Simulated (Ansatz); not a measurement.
# SiSe2: further runs on the relaxed cell

An exercise on one series of results from a longer session: the logs are not shown, and one member is left open.

Program: Ansatz 0.2.0. Level of theory: DFT PBE+D3(BJ), scalar-relativistic, plane waves, PAW. These are calculated values, not measurements.

**The system as given**

The structure is orthorhombic, space group Ibam (No. 72). The conventional cell has a = 5.850 Å, b = 9.504 Å, c = 5.837 Å, α = 90.00°, β = 90.00°, γ = 90.00°. Si (site symmetry 222) is surrounded by 4 Se at 2.29 Å. Se (site symmetry m) is surrounded by 2 Si at 2.29 Å.

As a file:

```cif
data_structure
_symmetry_space_group_name_H-M 'P 1'
_symmetry_Int_Tables_number 1
_cell_length_a 6.2972
_cell_length_b 6.2972
_cell_length_c 6.2972
_cell_angle_alpha 124.644
_cell_angle_beta 82.016
_cell_angle_gamma 124.779
_cell_volume 162.26
loop_
_atom_site_label
_atom_site_type_symbol
_atom_site_fract_x
_atom_site_fract_y
_atom_site_fract_z
_atom_site_occupancy
Si1 Si 0.75000 0.75000 0.00000 1
Si2 Si 0.25000 0.25000 0.00000 1
Se1 Se 0.12618 0.22282 0.34900 1
Se2 Se 0.87382 0.77718 0.65100 1
Se3 Se 0.37382 0.72282 0.09664 1
Se4 Se 0.62618 0.27718 0.90336 1
```

It goes back to an entry of the Materials Project.

It is the result of an earlier relaxation at this level (volume 27.04 Å³/atom; gap on the mesh: 1.51 eV).

The first run:

Contents of input.yaml:

```yaml
crystal:
  lattice:
    - [-2.9250317313, 4.7519660242, 2.9184616666]
    - [2.9250317313, -4.7519660242, 2.9184616666]
    - [2.9250317313, 4.7519660242, -2.9184616666]
  atoms:
    - { symbol: Si, position: [0.75, 0.75, 0.0] }
    - { symbol: Si, position: [0.25, 0.25, 0.0] }
    - { symbol: Se, position: [0.1261810405, 0.2228206306, 0.3490016711] }
    - { symbol: Se, position: [0.8738189595, 0.7771793694, 0.6509983289] }
    - { symbol: Se, position: [0.3738189595, 0.7228206306, 0.0966395901] }
    - { symbol: Se, position: [0.6261810405, 0.2771793694, 0.9033604099] }
basis:
  ecutwfc: 420
kpoints:
  mp_grid: { grid: [8, 8, 8] }
hamiltonian:
  xc: pbesol
scf:
  occupations: { method: gaussian, width: 0.02 }
output:
  forces: true
  stress: true
  eigenvalues: true
relax:
  adjacent_minimum: "off"
  f_tol: 0.005
  max_steps: 50
  cell: { stress_tol: 0.05 }
```

The run is started by

```bash
> ansatz run input.yaml --threads 4 --pin off --max-ram 10240MiB --backend cpu --events-out ev --progress --plain --runs-dir out
```

Among the steps run: Relaxing with PBEsol; Relaxing with PBE; Relaxing with LDA.

One of the session's tables, all rows but one given; the rest of the session is left out.

It belongs to the step «One structure, several functionals». 

```
functional  a (Å)  b (Å)  c (Å)  volume (Å³/atom)  gap on the mesh (eV)
PBE+D3(BJ)  6.297  6.297  6.297             27.04                  1.51
    PBEsol  6.333  6.333  6.333             28.51                  1.66
       PBE  7.137  7.137  7.137             36.70                  2.21
       LDA      ?      ?      ?                 ?                     ?
```

Estimate the missing values for LDA.

As computed: a (Å): 6.095; b (Å): 6.095; c (Å): 6.095; volume (Å³/atom): 25.92; gap on the mesh (eV): 1.38. In the column «a (Å)» it is the lowest.
